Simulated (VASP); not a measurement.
# TiTe2 in VASP: further runs, part 2 of 3

VASP 6.6.1. The steps go on from the part before.

**5. Relaxation of cell and atoms, r2SCAN+rVV10**

Contents of INCAR:

```
SYSTEM = TiTe2
PREC = Accurate
ENCUT = 600
EDIFF = 1E-7
ISMEAR = 0
SIGMA = 0.03
LREAL = .FALSE.
LASPH = .TRUE.
NELM = 120
ALGO = Normal
ISIF = 3
LWAVE = .FALSE.
LCHARG = .FALSE.
METAGGA = R2SCAN
LMIXTAU = .TRUE.
LUSE_VDW = .TRUE.
IVDW_NL = 2
BPARAM = 11.95
CPARAM = 0.0093
IBRION = 2
NSW = 90
EDIFFG = -0.005
LATTICE_CONSTRAINTS = .TRUE. .TRUE. .FALSE.
```

Contents of KPOINTS:

```
Automatic mesh
0
G
  9 9 1
  0 0 0
```

Contents of POSCAR:

```
TiTe2                                   
1.0
    3.7801616728      0.0000000000      0.0000000000
   -1.8900808364      3.2737160389      0.0000000000
    0.0000000000      0.0000000000     21.4153488000
  Te              Ti            
     2     1
Direct
     0.3333333300000021    0.6666666699999979    0.4202149801868233
     0.6666666699999979    0.3333333300000021    0.5797850198131766
     0.0000000000000000    0.0000000000000000    0.5000000000000000
```

Potentials or basis: VASP PAW PBE potentials, release 64 (Te, Ti_sv).

Started as:

```
$ cat potpaw_PBE.64/Te/POTCAR potpaw_PBE.64/Ti_sv/POTCAR > POTCAR
$ mpirun -np 1 vasp_std > vasp.out
```

OUTCAR:

```text
SYSTEM = TiTe2
   PREC = Accurate
   ENCUT = 600
   EDIFF = 1E-7
   ISMEAR = 0
   LREAL = .FALSE.
   LASPH = .TRUE.
   NELM = 120
   ISIF = 3
   METAGGA = R2SCAN
   IVDW_NL = 2
   BPARAM = 11.95
   IBRION = 2
   NSW = 90
   EDIFFG = -0.005

 ion  position               nearest neighbor table
   1  0.333  0.667  0.420-   3 2.77   3 2.77   3 2.77
   2  0.667  0.333  0.580-   3 2.77   3 2.77   3 2.77
   3  0.000  0.000  0.500-   1 2.77   2 2.77   1 2.77   2 2.77   2 2.77   1 2.77

  LATTYP: Found a hexagonal cell.
 ALAT       =     3.7801616728
 C/A-ratio  =     5.6651938868

  Lattice vectors:

 A1 = (   3.7801616728,   0.0000000000,   0.0000000000)
 A2 = (  -1.8900808364,   3.2737160389,   0.0000000000)
 A3 = (   0.0000000000,   0.0000000000,  21.4153488000)

Analysis of symmetry for initial positions (statically):
=====================================================================
 Subroutine PRICEL returns:
 Original cell was already a primitive cell.

 Routine SETGRP: Setting up the symmetry group for a
 hexagonal supercell.

 Subroutine GETGRP returns: Found 12 space group operations
 (whereof 12 operations were pure point group operations)
 out of a pool of 24 trial point group operations.

The static configuration has the point symmetry D_3d.

Analysis of symmetry for dynamics (positions and initial velocities):
=====================================================================
 Subroutine PRICEL returns:
 Original cell was already a primitive cell.

 Routine SETGRP: Setting up the symmetry group for a
 hexagonal supercell.

 Subroutine GETGRP returns: Found 12 space group operations
 (whereof 12 operations were pure point group operations)
 out of a pool of 24 trial point group operations.

The dynamic configuration has the point symmetry D_3d.

 Subroutine INISYM returns: Found 12 space group operations
 (whereof 12 operations are pure point group operations),
 and found     1 'primitive' translations

----------------------------------------------------------------------------------------

                                     Primitive cell

  volume of cell :     265.0187

  direct lattice vectors                    reciprocal lattice vectors
     3.780161673  0.000000000  0.000000000     0.264538950  0.152731634  0.000000000
    -1.890080836  3.273716039  0.000000000     0.000000000  0.305463268  0.000000000
     0.000000000  0.000000000 21.415348800     0.000000000  0.000000000  0.046695480

  length of vectors
     3.780161673  3.780161673 21.415348800     0.305463268  0.305463268  0.046695480

  position of ions in fractional coordinates (direct lattice)
     0.333333330  0.666666670  0.420214980
     0.666666670  0.333333330  0.579785020
     0.000000000  0.000000000  0.500000000

  ion indices of the primitive-cell ions
   primitive index   ion index
                 1           1
                 2           2
                 3           3

----------------------------------------------------------------------------------------

 KPOINTS: Automatic mesh

[... 27 lines left out ...]
  0.333333 -0.000000  0.000000      6.000000
  0.444444  0.000000  0.000000      6.000000
  0.111111  0.111111  0.000000      6.000000
  0.222222  0.111111  0.000000     12.000000
  0.333333  0.111111  0.000000     12.000000
  0.444444  0.111111  0.000000      6.000000
  0.222222  0.222222  0.000000      6.000000
  0.333333  0.222222  0.000000     12.000000
  0.333333  0.333333  0.000000      2.000000
   k-points           NKPTS =     12   k-points in BZ     NKDIM =     12   number of bands    NBANDS=     16
   number of dos      NEDOS =    301   number of ions     NIONS =      3
   total plane-waves  NPLWV = 162000
   dimension x,y,z NGX =    30 NGY =   30 NGZ =  180
   dimension x,y,z NGXF=    60 NGYF=   60 NGZF=  360
   ions per type =               2   1
   NGX,Y,Z   is equivalent  to a cutoff of  13.19, 13.19, 13.97 a.u.
   NGXF,Y,Z  is equivalent  to a cutoff of  26.39, 26.39, 27.95 a.u.
 SYSTEM =  TiTe2
   PREC   = accura    normal or accurate (medium, high low for compatibility)
   ISTART =      0    job   : 0-new  1-cont  2-samecut
   ICHARG =      2    charge: 1-file 2-atom 10-const
   ISPIN  =      1    spin polarized calculation?
   LNONCOLLINEAR =      F non collinear calculations
   LSORBIT =      F    spin-orbit coupling
   LASPH  =      T    aspherical Exc in radial PAW
   ENCUT  =  600.0 eV  44.10 Ry    6.64 a.u.   7.55  7.55 42.77*2*pi/ulx,y,z
   NELM   =    120;   NELMIN=  2; NELMDL= -5     # of ELM steps
   EDIFF  = 0.1E-06   stopping-criterion for ELM
   LREAL  =      F    real-space projection
   EDIFFG = -.5E-02   stopping-criterion for IOM
   NSW    =     90    number of steps for IOM
   IBRION =      2    ionic relax: 0-MD 1-quasi-New 2-CG
   NFREE  =      1    steps in history (QN), initial steepest desc. (CG)
   ISIF   =      3    stress and relaxation
   ISYM   =      2    0-nonsym 1-usesym 2-fastsym
   POTIM  = 0.5000    time-step for ionic-motion
   TEBEG  =    0.0;   TEEND  =   0.0 temperature during run
   PSTRESS=    0.0 pullay stress
   NELECT =      24.0000    total number of electrons
   NUPDOWN=      -1.0000    fix difference up-down
   EMIN   =  10.00;   EMAX   =-10.00  energy-range for DOS
   EFERMI =   0.00;   METHOD = LEGACY
   ISMEAR =     0;   SIGMA  =   0.03  broadening in eV -4-tet -1-fermi 0-gaus
   EFERMI_NEDOS =   21; number of points for ismear=-14 and -15
   IALGO  =     38    algorithm
   IMIX   =      4    mixing-type and parameters
     AMIX     =   0.40;   BMIX     =  1.00
     AMIX_MAG =   1.60;   BMIX_MAG =  1.00
  volume/ion in A,a.u.               =      88.34       596.14
  Fermi-wavevector in a.u.,A,eV,Ry     =   0.735168  1.389265  7.353561  0.540472
  Thomas-Fermi vector in A             =   1.828298
   LORBIT       =      0    0 simple, 1 ext, 2 COOP (PROOUT), +10 PAW based schemes
   METAGGA = R2SCAN    functional components
   LHFCALC =     F    Hartree Fock is set to
   AEXX    =    0.0000 exact exchange contribution
   IVDW_NL    =     2    kernel type
   BPARAM     =11.9500
   IVDW    =     0    specifies the selected vdW correction
   LEPSILON=     F    determine dielectric tensor
   LRPA    =     F    only Hartree local field effects (RPA)
 conjugate gradient relaxation of ions
 non-spin polarized calculation
 Gauss-broadening in eV      SIGMA  =   0.03
  energy-cutoff  :      600.00
  volume of cell :      265.02
 maximum number of plane-waves:      8903
 NGX is ok and might be reduce to    30
   NGX = 15   NGY = 15   NGZ = 85

 number of electron      24.0000001 magnetization

 Free energy of the ion-electron system (eV)
  ---------------------------------------------------
  ext. energy  EPLUGINS =         0.00000000
  ---------------------------------------------------
  free energy    TOTEN  =       -65.39994308 eV

  energy without entropy =      -65.39777591  energy(sigma->0) =      -65.39885949

 E-fermi :  -1.4684     XC(G=0):  -3.5576

 val. band max:       -1.4710889556   @ k =   0.4444   0.0000   0.0000
 cond. band min:      -1.3564053222   @ k =   0.3333  -0.0000   0.0000
 fundamental gap:      0.1146836334
 Fermi energy:        -1.4684001433

 k-point     1 :       0.0000    0.0000    0.0000
  band No.  band energies     occupation
      1     -61.5092      2.00000
      2     -36.7136      2.00000
      3     -36.7135      2.00000
      4     -36.6784      2.00000
      5     -14.0261      2.00000
      6     -13.0790      2.00000
[... 205 lines left out ...]
      3     -36.7430      2.00000
      4     -36.6668      2.00000
      5     -12.1183      2.00000
      6     -12.1183      2.00000
[... 8 lines left out ...]
     15      -0.1507      0.00000
     16       0.9554      0.00000

------------------------ aborting loop because EDIFF is reached ----------------------------------------

  FORCE on cell =-STRESS in cart. coord.  units (eV):
  Direction    XX          YY          ZZ          XY          YZ          ZX
  --------------------------------------------------------------------------------------
  -------------------------------------------------------------------------------------
  Total        0.0029643      0.0029643     -0.0296340      0.0000000      0.0000000      0.0000000
  in kB        0.0179205      0.0179205     -0.1791532      0.0000000      0.0000000      0.0000000
  external PRESSURE =      -0.0477707 kB  Pullay stress =       0.0000000 kB

 VOLUME and BASIS-vectors are now :
 -----------------------------------------------------------------------------
  energy-cutoff  :      600.00
  volume of cell :      265.02
      direct lattice vectors                 reciprocal lattice vectors
     3.780161673  0.000000000  0.000000000     0.264538950  0.152731634  0.000000000
    -1.890080836  3.273716039  0.000000000     0.000000000  0.305463268  0.000000000
     0.000000000  0.000000000 21.415348800     0.000000000  0.000000000  0.046695480

 POSITION                                       TOTAL-FORCE (eV/Angst)
 -----------------------------------------------------------------------------------
     -0.00000      2.18248      8.99905        -0.000000     -0.000000      0.002721
      1.89008      1.09124     12.41630         0.000000      0.000000     -0.002721
      0.00000      0.00000     10.70767        -0.000000      0.000000      0.000000
 -----------------------------------------------------------------------------------
    total drift:                                0.000000      0.000000     -0.000000

  FREE ENERGIE OF THE ION-ELECTRON SYSTEM (eV)
  ---------------------------------------------------
  free  energy   TOTEN  =       -65.3999430788 eV

  energy  without entropy=      -65.3977759083  energy(sigma->0) =      -65.39885949

 reached required accuracy - stopping structural energy minimisation
```

Wall time 69 min (1 thread of Intel Xeon Platinum 8259CL at 2.50GHz (Skylake/Cascade Lake), shared host); peak memory 1 GiB.

What came out:

* Free energy: -65.3999 eV
* Band gap on the k mesh: none (metal or under the smearing width)

Forces in eV/Å, atoms in the order of the input:
```
Te   0.000  0.000  0.003
Te   0.000  0.000 -0.003
Ti   0.000  0.000  0.000
```

Final structure:
```yaml
crystal:
  lattice:
    - [3.78016, 0.00000, 0.00000]
    - [-1.89008, 3.27372, 0.00000]
    - [0.00000, 0.00000, 21.41535]
  atoms:
    - { symbol: Te, position: [0.33333, 0.66667, 0.42022] }
    - { symbol: Te, position: [0.66667, 0.33333, 0.57978] }
    - { symbol: Ti, position: [0.00000, 0.00000, 0.50000] }
```

Caveat: the relaxation stopped at its first step, so nothing moved; the PAW data sets were made with another functional, which shifts forces and pressure a little.

(Part 2 of 3 ends here.)
